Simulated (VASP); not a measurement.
A run of VASP 6.6.1:

Contents of INCAR:

```
ALGO = Normal
EDIFF = 1E-6
EDIFFG = -0.01
ENCUT = 600
GGA = PE
IBRION = 2
ISIF = 3
ISMEAR = 0
LASPH = T
LCHARG = F
LREAL = F
LWAVE = F
NELM = 80
NSW = 90
PREC = Accurate
SIGMA = 0.03
```

KPOINTS

```
k-points
0
Gamma
  10 10 10
```

POSCAR

```
MgS
1.0
    0.0000000000      2.6016500000      2.6016500000
    2.6016500000      0.0000000000      2.6016500000
    2.6016500000      2.6016500000      0.0000000000
Mg S
1 1
Direct
    0.0000000000      0.0000000000      0.0000000000
    0.5000000000      0.5000000000      0.5000000000
```

Potentials or basis: VASP PAW PBE potentials, release 64 (Mg, S).

Launch:

```sh
$ cat potpaw_PBE.64/Mg/POTCAR potpaw_PBE.64/S/POTCAR > POTCAR
$ mpirun -np 1 vasp_std > vasp.out
```

Hardware: 1 thread of Intel(R) Xeon(R) 6975P-C (Granite Rapids), with other jobs on the host.

Problem. Estimate the wall time of this run.

Solution. It took 14 s on 1 thread of Intel(R) Xeon(R) 6975P-C (Granite Rapids) (shared host), peak memory 0.18 GiB. Counts: scf iterations 22, k points 47, ion steps 3.
